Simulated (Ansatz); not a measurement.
Relaxed SrF2 (fluorite):

```
CELL_PARAMETERS angstrom
      0.00000     5.85727     5.85727
      2.92864     2.92864     5.85727
      2.92864     2.92864     0.00000
ATOMIC_POSITIONS crystal
  Sr 0.00000 0.00000 0.00000
  Sr 0.50000 0.00000 0.00000
  F  0.00000 0.25000 0.25000
  F  0.50000 0.25000 0.25000
  F  0.00000 0.75000 0.75000
  F  0.50000 0.75000 0.75000
```

A phonon eigenvector at X = (0.5, 0.5, 0.0) is frozen into this cell: atom i moves by Q times the vector below, so Q is the largest atomic displacement, in Å. The cell is held. (q is in reciprocal vectors of the primitive cell; the cell shown is doubled to hold the pattern.)

```tsv
atom	x	y	z
F3	0.000	0.000	1.000
F4	0.000	0.000	-1.000
F5	0.000	0.000	-1.000
F6	0.000	0.000	1.000
```

Atoms not listed stay in place.

Level of theory: PBE (plane waves to 420 eV, PAW, scalar-relativistic; Ansatz, a first-principles code). k mesh 10×10×10 (Γ-centred), Fermi-Dirac smearing 0.05 eV. The energy includes the smearing's −TS. SrF2 was relaxed with its symmetry unable to fall. The zero of ΔE is the undisplaced structure.

```json
[
 {"Q (Å)": "-0.2800", "ΔE (meV/cell)": "1339"},
 {"Q (Å)": "-0.2333", "ΔE (meV/cell)": "912"},
 {"Q (Å)": "-0.1867", "ΔE (meV/cell)": "withheld"},
 {"Q (Å)": "-0.1400", "ΔE (meV/cell)": "320"},
 {"Q (Å)": "-0.0933", "ΔE (meV/cell)": "141"},
 {"Q (Å)": "-0.0467", "ΔE (meV/cell)": "35"},
 {"Q (Å)": "0.0000", "ΔE (meV/cell)": "0"},
 {"Q (Å)": "0.0467", "ΔE (meV/cell)": "35"},
 {"Q (Å)": "0.0933", "ΔE (meV/cell)": "141"},
 {"Q (Å)": "0.1400", "ΔE (meV/cell)": "320"},
 {"Q (Å)": "0.1867", "ΔE (meV/cell)": "withheld"},
 {"Q (Å)": "0.2333", "ΔE (meV/cell)": "912"},
 {"Q (Å)": "0.2800", "ΔE (meV/cell)": "1339"}
]
```

**Question.** Fit an even polynomial form (powers 2, 4) to the given rows and predict ΔE at Q = -0.1867.

**Answer.** Least squares on the 11 given rows: ΔE = (16050)·Q² + (13060)·Q⁴, in meV/cell with Q in Å; root-mean-square residual 0.3 meV/cell. At -0.1867 the fit gives 575 meV/cell; the calculation gives 575 meV/cell, the same to the digits shown. The quadratic term alone would give 559 meV/cell.

(A displaced cell: forces are minus the slopes of the energy, force constants its curvatures, and phonons follow from these.)
